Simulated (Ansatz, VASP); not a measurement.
One calculation of Ca, two programs

```
Ca
1.0
     3.98000    0.00000    0.00000
    -1.99000    3.44678    0.00000
     0.00000    0.00000    6.52000
Ca
2
Direct
  0.33333 0.66667 0.25000
  0.66667 0.33333 0.75000
```

This isn't the form of Ca at room conditions, which is fcc.

Alike in both runs: task single point; functional PBE; k mesh 15 × 15 × 8; occupations gaussian, width 0.15 eV; no spin polarisation.

|  | VASP | Ansatz |
| --- | --- | --- |
| version | VASP 6.6.1 | Ansatz 0.2.0 |
| potentials or method | VASP PAW PBE potentials, release 64 (Ca_sv) | scalar-relativistic, plane waves, PAW |
| plane-wave cutoff (eV) | 520 | 420 |
| valence electrons in the cell | 20 | 20 |

```csv
,VASP,Ansatz,Ansatz less VASP
gap on the k mesh at the Fermi level (eV),none,none,-
pressure (GPa),-0.8,-0.8,0.00
```

A gap of «none» marks a metal or a gap that the smearing closes.
